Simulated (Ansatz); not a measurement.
Cubic perovskite BaSnO₃ was calculated with PBE0 (Ansatz, a first-principles code, PAW).

Run with plane-wave cutoff 460 eV, 6×6×6 k mesh, Fermi–Dirac smearing 0.01 eV, scalar-relativistic PAW data made under PBE.

Response to compression and expansion:

```csv
V (Å³/atom),P (GPa),direct gap at Γ (eV),smallest gap on the k mesh (eV)
13.289,9.41,4.498,4.080
13.639,4.41,4.125,3.697
14.077,-0.93,3.682,3.246
14.338,-3.69,3.430,2.991
14.688,-6.94,3.105,2.664
```

The fundamental gap (3.33 eV at the equilibrium volume, on the SCF mesh) lies elsewhere than Γ–Γ.

Measured, for comparison: band gap 2.95 eV (temperature not stated, not corrected to a static lattice, indirect, from the absorption edge of a single crystal; as tabulated in Kim et al. (2012), arXiv:1207.0764).

Spin–orbit coupling is not included.
